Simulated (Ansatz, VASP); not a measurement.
# GaCo: VASP beside Ansatz

```xyz
4
Lattice="0.0000 2.9340 2.9340 2.9340 0.0000 2.9340 2.9340 2.9340 0.0000" Properties=species:S:1:pos:R:3 pbc="T T T"
Ga    2.9340    2.9340    2.9340
Ga    4.4009    4.4009    4.4009
Co    0.0000    0.0000    0.0000
Co    1.4670    1.4670    1.4670
```

Alike in both runs: functional PBE; k mesh 6 × 6 × 6; occupations gaussian, width 0.1 eV; collinear spin.

Ansatz relaxed the structure, and its values are those at the end. VASP's run is a single point on that final structure, the one shown.

```csv
,VASP,Ansatz
version,VASP 6.6.1,Ansatz 0.2.0
potentials or method,"VASP PAW PBE potentials, release 64 (Ga_d, Co)","scalar-relativistic, plane waves, PAW"
plane-wave cutoff (eV),520,420
valence electrons in the cell,44,60
```

```csv
,VASP,Ansatz,Ansatz less VASP
gap on the k mesh at the Fermi level (eV),none,none,-
pressure (GPa),0.1,0.1,-0.06
net moment per atom (μB),0.53,0.54,+0.006
size of the moment on the site where the two differ most (μB),1.10,1.13,+0.025
```

Site moments also hang on the region over which each program counts them. A gap of «none» marks a metal or a gap that the smearing closes. The two sets of potentials don't hold the same shells in valence.
